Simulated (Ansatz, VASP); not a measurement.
Two plane-wave programs on BaTe

INCAR

```
SYSTEM = BaTe
ALGO = Normal ; EDIFF = 1E-7
ENCUT = 520 ; GGA = PE
ISIF = 2 ; ISMEAR = 0
LASPH = .TRUE. ; LCHARG = .FALSE.
LREAL = .FALSE. ; LWAVE = .FALSE.
NBANDS = 15 ; NELM = 80
PREC = Accurate ; SIGMA = 0.05
```

File KPOINTS:

```
k-points
0
G
  8 8 8
  0 0 0
```

Contents of POSCAR:

```
BaTe
1.0
    0.0000000000      3.8413192368      3.8413192368
    3.8413192368      0.0000000000      3.8413192368
    3.8413192368      3.8413192368      0.0000000000
Ba Te
1 1
Direct
    0.0000000000      0.0000000000      0.0000000000
    0.2500000000      0.2500000000      0.2500000000
```

Input for Ansatz:

```yaml
crystal:
  lattice:
    - [0.0, 3.8413192368, 3.8413192368]
    - [3.8413192368, 0.0, 3.8413192368]
    - [3.8413192368, 3.8413192368, 0.0]
  atoms:
    - { symbol: Ba, position: [0.0, 0.0, 0.0] }
    - { symbol: Te, position: [0.25, 0.25, 0.25] }
basis:
  ecutwfc: 420
  ecutrho_ratio: 4
kpoints:
  mp_grid: { grid: [8, 8, 8] }
hamiltonian:
  xc: pbe
scf:
  occupations: { method: gaussian, width: 0.05 }
output:
  forces: true
  stress: true
  eigenvalues: true
```

Alike in both runs: task single point; functional PBE; k mesh 8 × 8 × 8; occupations gaussian, width 0.05 eV; no spin polarisation.

|  | VASP | Ansatz |
| --- | --- | --- |
| version | VASP 6.6.1 | Ansatz 0.2.0 |
| potentials or method | VASP PAW PBE potentials, release 64 (Ba_sv, Te) | scalar-relativistic, plane waves, PAW |
| plane-wave cutoff (eV) | 520 | 420 |
| valence electrons in the cell | 16 | 26 |

Ansatz gave:

| Property | Result |
| --- | --- |
| gap on the k mesh at the Fermi level (eV) | 2.63 |
| least direct gap on the mesh (eV) | 2.91 |
| pressure (GPa) | 1.2 |

Problem. Which values does VASP return?

Solution. gap on the k mesh at the Fermi level (eV): 2.65; least direct gap on the mesh (eV): 2.89; pressure (GPa): 1.4.

The two sets of potentials don't hold the same shells in valence.

Caveats: spin-orbit coupling is left out, which moves the levels of the heavy elements. PBE gaps usually lie below the measured ones, often by a third to a half. A k mesh can miss the band edges.
